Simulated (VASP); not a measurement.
# A VASP 6.6.1 single-point calculation on ZnSe

INCAR

```
LCHARG = .FALSE.
LDAUL = 2 -1
EDIFF = 1E-7
LDAUU = 2.0 0
NBANDS = 16
LREAL = .FALSE.
NELM = 120
LDAU = .TRUE.
LMAXMIX = 4
SIGMA = 0.01
NSW = 0
LDAUTYPE = 2
ISIF = 2
ALGO = Normal
LASPH = .TRUE.
IBRION = -1
METAGGA = R2SCAN
PREC = Accurate
ENCUT = 520
ISMEAR = 0
LDAUJ = 0 0
ISYM = 1
LWAVE = .FALSE.
```

KPOINTS

```
KPOINTS created by Atomic Simulation Environment
0
Gamma
8 8 8
0 0 0
```

POSCAR

```
Zn Se
 1.0000000000000000
     0.0000000000000000    2.6907996505999998    2.6907996505999998
     2.6907996505999998    0.0000000000000000    2.6907996505999998
     2.6907996505999998    2.6907996505999998    0.0000000000000000
 Zn  Se
   1   1
Cartesian
  0.0000000000000000  0.0000000000000000  0.0000000000000000
  1.3453998252999999  1.3453998252999999  1.3453998252999999
```

The recommended PBE PAW datasets give the neutral cell 18 valence electrons.

Command

```
mpirun -np 1 vasp_std
```

Q: Predict the outcome of this run.

A: It converged. Results: gap between bands v and c on the k mesh 2.73 eV; least direct gap on the k mesh 2.73 eV; pressure 13.6 GPa. Band v is the last that the valence electrons fill when counted band by band, and c is the next.

OSZICAR

```
N       E                     dE             d eps       ncg     rms          rms(c)
DAV:   1     0.704751128644E+02    0.70475E+02   -0.90412E+03   936   0.138E+03
DAV:   2    -0.215034686287E+02   -0.91979E+02   -0.86197E+02  1040   0.269E+02
DAV:   3    -0.271500373415E+02   -0.56466E+01   -0.56305E+01  1112   0.666E+01
DAV:   4    -0.271900302871E+02   -0.39993E-01   -0.39990E-01  1152   0.601E+00
DAV:   5    -0.271901620887E+02   -0.13180E-03   -0.13180E-03  1168   0.306E-01    0.751E+00
DAV:   6    -0.245444470751E+02    0.26457E+01   -0.11530E+00  1032   0.294E+01    0.613E+00
DAV:   7    -0.245091132486E+02    0.35334E-01   -0.32090E-01  1088   0.959E+00    0.265E+00
DAV:   8    -0.245175527591E+02   -0.84395E-02   -0.34100E-02  1112   0.191E+00    0.516E-01
DAV:   9    -0.245176314540E+02   -0.78695E-04   -0.56692E-03  1216   0.161E+00    0.112E-01
DAV:  10    -0.245177726394E+02   -0.14119E-03   -0.12022E-03  1088   0.457E-01    0.552E-02
DAV:  11    -0.245177743127E+02   -0.16733E-05   -0.42957E-04  1232   0.524E-01    0.452E-02
DAV:  12    -0.245177508423E+02    0.23470E-04   -0.16663E-04  1104   0.351E-01    0.649E-03
DAV:  13    -0.245177539488E+02   -0.31065E-05   -0.10519E-05  1176   0.495E-02    0.646E-03
DAV:  14    -0.245177520983E+02    0.18505E-05   -0.33990E-06  1072   0.442E-02    0.151E-03
DAV:  15    -0.245177524318E+02   -0.33344E-06   -0.10843E-07   728   0.769E-03    0.371E-04
DAV:  16    -0.245177523854E+02    0.46339E-07   -0.38653E-08   560   0.271E-03
   1 F= -.24517752E+02 E0= -.24517752E+02  d E =-.286885E-43
```

For comparison, a separate r²SCAN run of the intended cell, on usual settings and not on those above, gives a gap of 2.58 eV on its mesh and a pressure of 14.4 GPa.
